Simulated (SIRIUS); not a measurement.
# PtS2 (P-3m1) in SIRIUS: further runs

Runs on PtS2. Level: PBE. Tasks: single point.

Program: SIRIUS 7.12.0. These are calculated values, not measurements. Logs are shortened: lines on timing, memory, paths and dates and some standing lists are left out, and cuts for length are marked. The log counts tension as positive stress, the text compression.

## 1. The undisturbed crystal

Symmetry: P-3m1, No. 164, trigonal system. Conventional cell: a = 3.543 Å, b = 3.543 Å, c = 5.039 Å, α = 90.00°, β = 90.00°, γ = 120.00°. Pt (site symmetry -3m) is surrounded by 6 S at 2.34 Å. S (site symmetry 3m) has 3 Pt at 2.34 Å as nearest neighbours.

## 2. Single point, PBE, 17.53 Å³/atom (strain = -0.04 (xx))

File sirius.json:

```json
{
  "control": {
    "processing_unit": "cpu",
    "verbosity": 2,
    "num_bands_to_print": 23,
    "print_forces": true,
    "print_stress": true
  },
  "parameters": {
    "electronic_structure_method": "pseudopotential",
    "xc_functionals": ["XC_GGA_X_PBE", "XC_GGA_C_PBE"],
    "gk_cutoff": 9.2,
    "pw_cutoff": 18.4,
    "ngridk": [4, 4, 2],
    "shiftk": [0, 0, 0],
    "smearing": "fermi_dirac",
    "smearing_width": 0.0018374661,
    "num_bands": 23,
    "num_mag_dims": 0,
    "num_dft_iter": 100,
    "energy_tol": 1e-08,
    "density_tol": 1e-06
  },
  "iterative_solver": {
    "type": "davidson",
    "min_tolerance": 1e-10
  },
  "mixer": {
    "type": "anderson",
    "beta": 0.7,
    "max_history": 8
  },
  "settings": {
    "tol_ne": 1e-10,
    "pseudo_grid_cutoff": 6.5
  },
  "unit_cell": {
    "lattice_vectors": [
      [6.427850500583, 0.0, 0.0],
      [-3.213925250292, 5.798626901306, 0.0],
      [0.0, 0.0, 9.521951996764]
    ],
    "atom_coordinate_units": "lattice",
    "atom_types": ["Pt", "S"],
    "atom_files": {
      "S": "S.json",
      "Pt": "Pt.json"
    },
    "atoms": {
      "Pt": [
        [0.0, 0.0, 0.0]
      ],
      "S": [
        [0.6666666667, 0.3333333333, 0.773],
        [0.3333333333, 0.6666666667, 0.227]
      ]
    }
  }
}
```

Potentials or basis: PseudoDojo 0.4.1 PBE standard (scalar relativistic).

Command:

```console
$ upf_to_json S.upf
$ upf_to_json Pt.upf
$ OMP_NUM_THREADS=1 sirius.scf --input=sirius.json --output=out.json --task=0
```

The program printed:

```text
[info] SIRIUS version : 7.12.0
[info] number of MPI ranks           : 1
[info] MPI grid                      : 1 1
[info] maximum number of OMP threads : 1
[fft] FFT context for density and potential
[fft] =====================================
[fft]   comm size                             : 1
[fft]   plane wave cutoff                     : 18.4
[fft]   grid size                             : 40 45 60   total : 108000
[fft]   grid limits                           : -19 20   -22 22   -29 30
[fft]   number of G-vectors within the cutoff : 18637
[fft]   local number of G-vectors             : 18637
[fft]   number of G-shells                    : 5086
[fft] FFT context for coarse grid
[fft] =====================================
[fft]   comm size                             : 1
[fft]   plane wave cutoff                     : 18.4
[fft]   grid size                             : 40 45 60   total : 108000
[fft]   grid limits                           : -19 20   -22 22   -29 30
[fft]   number of G-vectors within the cutoff : 18637
[fft]   local number of G-vectors             : 18637
[fft]   number of G-shells                    : 5086
[unit cell] lattice vectors
[unit cell]   a1 :       6.4278505006      0.0000000000      0.0000000000
[unit cell]   a2 :      -3.2139252503      5.7986269013      0.0000000000
[unit cell]   a3 :       0.0000000000      0.0000000000      9.5219519968
[unit cell] reciprocal lattice vectors
[unit cell]   b1 :       0.9774940015      0.5417821679     -0.0000000000
[unit cell]   b2 :       0.0000000000      1.0835643359      0.0000000000
[unit cell]   b3 :       0.0000000000     -0.0000000000      0.6598631572
[unit cell] unit cell volume :       354.90892523 [a.u.^3]
[unit cell] 1/sqrt(omega)    :         0.05308130
[unit cell] MT volume        :         0.00000000 ( 0.00%)
[unit cell] IT volume        :       354.90892523 (100.00%)
[unit cell] number of atom types : 2
[unit cell] type id : 0 symbol : Pt mt_radius :  13.730000 num_atoms : 1
[unit cell] type id : 1 symbol :  S mt_radius :  11.450000 num_atoms : 2
[unit cell] total number of atoms : 3
[unit cell] number of symmetry classes : 2
[unit cell] number of PAW atoms : 0
[unit cell] atom id  type id  class id             position                      vector_field
[unit cell] ------------------------------------------------------------------------------------------
[unit cell]      0        0        0      0.00000   0.00000   0.00000      0.00000   0.00000   0.00000
[unit cell]      1        1        1      0.66667   0.33333   0.77300      0.00000   0.00000   0.00000
[unit cell]      2        1        1      0.33333   0.66667   0.22700      0.00000   0.00000   0.00000
[unit cell] atom id         position (Cartesian, a.u.)
[unit cell] ---------------------------------------------
[unit cell]      0       0.000000    0.000000    0.000000
[... 355 lines left out ...]
[find] bands are converged : true
[find] iterative solver converged : false
[find] converged after 15 SCF iterations!
[find] Charges and magnetic moments
[find] --------------------------------------------------------------------------------
[find] total charge          : 30.000000
[find] Energy
[find] --------------------------------------------------------------------------------
[find] valence_eval_sum               :     -11.11556825
[find] <rho|V^{XC}>                   :     -23.25485834
[find] <rho|E^{XC}>                   :     -30.22297509
[find] <mag|B^{XC}>                   :       0.00000000
[find] <rho|V^{H}>                    :      89.49223472
[find] one-electron contribution      :     -77.35294463 (Ha),    -154.70588926 (Ry)
[find] hartree contribution           :      44.74611736
[find] xc contribution                :     -30.22297509
[find] ewald contribution             :     -89.86041929
[find] PAW contribution               :       0.00000000
[find] smearing (-TS)                 :      -0.00000004
[find] SCF correction                 :       0.00000013
[find] Total energy                   :    -152.69022151 (Ha),    -305.38044302 (Ry)
[find] Free energy (E-TS)             :    -152.69022155 (Ha),    -305.38044311 (Ry)
[find] band gap (eV)                  :       1.15305292
[find] Efermi                         :       0.44556766
[ground_state] === stress tensor components [kbar] ===
[ground_state] === stress_kin ===
[ground_state] -24883.489830   -0.000000    0.000000
[ground_state]    -0.000000-24790.033112  -26.004777
[ground_state]     0.000000  -26.004777-25275.053597
[ground_state] === stress_har ===
[ground_state] -22481.147699   -0.000000    0.000000
[ground_state]    -0.000000-21963.413108  325.745381
[ground_state]     0.000000  325.745381 7351.212126
[ground_state] === stress_ewald ===
[ground_state] 10704.488361    0.000000    0.000000
[ground_state]     0.00000011702.391036  893.983500
[ground_state]     0.000000  893.98350052085.033238
[ground_state] === stress_vloc ===
[ground_state] 43445.697967    0.000000    0.000000
[ground_state]     0.00000041910.697135-1172.095272
[ground_state]     0.000000-1172.095272-27260.230984
[ground_state] === stress_xc ===
[ground_state] -5578.794837   -0.000000    0.000000
[ground_state]    -0.000000-5577.517752    1.840150
[ground_state]     0.000000    1.840150-5564.328395
[ground_state] === stress_core ===
[ground_state] 11702.387466    0.000000    0.000000
[ground_state]     0.00000011700.627265   -0.386552
[ground_state]     0.000000   -0.38655211706.266442
[ground_state] === stress_nonloc ===
[ground_state] -13185.535128   -0.000000    0.000000
[ground_state]    -0.000000-13166.558724   10.150492
[ground_state]     0.000000   10.150492-13198.908942
[ground_state] === stress_us_nl ===
[ground_state] -13185.535128   -0.000000    0.000000
[ground_state]    -0.000000-13166.558724   10.150492
[ground_state]     0.000000   10.150492-13198.908942
[ground_state] === stress_total ===
[ground_state]  -276.393701   -0.000000    0.000000
[ground_state]    -0.000000 -183.807260   33.232922
[ground_state]     0.000000   33.232922 -156.010112
[ground_state] ==== total Forces in Ha/bohr =====
[ground_state] atom:    0, force:       0.0000000      0.0000000      0.0000000
[ground_state] atom:    1, force:      -0.0000000      0.0084569     -0.0401195
[ground_state] atom:    2, force:       0.0000000     -0.0084569      0.0401195
[ground_state] ==== ultrasoft contribution from Qij =====
[ground_state] atom:    0, force:       0.0000000      0.0000000      0.0000000
[ground_state] atom:    1, force:       0.0000000      0.0000000      0.0000000
[ground_state] atom:    2, force:       0.0000000      0.0000000      0.0000000
[ground_state] ==== non-local contribution from Beta-projector =====
[ground_state] atom:    0, force:       0.0000000      0.0000000      0.0000000
[ground_state] atom:    1, force:      -0.0000000      0.0050105      0.1720547
[ground_state] atom:    2, force:       0.0000000     -0.0050105     -0.1720547
[ground_state] ==== contribution from local potential =====
[ground_state] atom:    0, force:       0.0000000      0.0000000      0.0000000
[ground_state] atom:    1, force:       0.0000000     -0.2416490      6.3916307
[ground_state] atom:    2, force:      -0.0000000      0.2416490     -6.3916307
[ground_state] ==== contribution from core density =====
[ground_state] atom:    0, force:       0.0000000      0.0000000      0.0000000
[ground_state] atom:    1, force:       0.0000000     -0.0004748     -0.0063725
[ground_state] atom:    2, force:      -0.0000000      0.0004748      0.0063725
[ground_state] ==== Ewald forces from ions =====
[ground_state] atom:    0, force:       0.0000000      0.0000000      0.0000000
[ground_state] atom:    1, force:      -0.0000000      0.2455702     -6.5974324
[ground_state] atom:    2, force:       0.0000000     -0.2455702      6.5974324
[~DFT_ground_state] local op. applied: 10840
[~DFT_ground_state] evp. work count: 1966.2
[~DFT_ground_state] number of iterative solver steps: 649
```

It took 26 s on 1 thread of AMD EPYC 7R43 (Zen 3), shared host; peak memory 0.34 GiB.

Results:

```yaml
Free_energy: -4154.9126 eV
Pressure: 20.5 GPa
Largest_force: 2.108 eV/Å
Band_gap_on_the_k_mesh: 1.15 eV
```

Caveat: the k mesh is coarse (spacing up to 0.62 Å⁻¹), so the values aren't converged; spin-orbit coupling is left out, which moves the levels of the heavy elements; forces of over 1 eV/Å show positions far from the minimum, so gaps and moduli don't describe the material at rest.

## 3. Single point, PBE, 17.90 Å³/atom (strain = -0.02 (xx))

sirius.json: that of step 2 with these lines changed.

```diff
@@ -38,4 +38,4 @@
     "lattice_vectors": [
-      [6.427850500583, 0.0, 0.0],
-      [-3.213925250292, 5.798626901306, 0.0],
+      [6.561764052679, 0.0, 0.0],
+      [-3.280882026339, 5.798626901306, 0.0],
       [0.0, 0.0, 9.521951996764]
```

Potentials or basis: PseudoDojo 0.4.1 PBE standard (scalar relativistic).

Command:

```console
$ upf_to_json S.upf
$ upf_to_json Pt.upf
$ OMP_NUM_THREADS=1 sirius.scf --input=sirius.json --output=out.json --task=0
```

Run time: 30 s. Hardware: 1 thread of AMD EPYC 7R43 (Zen 3), shared host; peak memory 0.33 GiB.

Results (log left out):

| Item | Value |
| --- | --- |
| Free energy | -4155.0730 eV |
| Pressure | 15.6 GPa |
| Largest force | 1.687 eV/Å |
| Band gap on the k mesh | 1.16 eV |

Caveat: the k mesh is coarse (spacing up to 0.62 Å⁻¹), so the values aren't converged; spin-orbit coupling is left out, which moves the levels of the heavy elements; forces of over 1 eV/Å show positions far from the minimum, so gaps and moduli don't describe the material at rest.
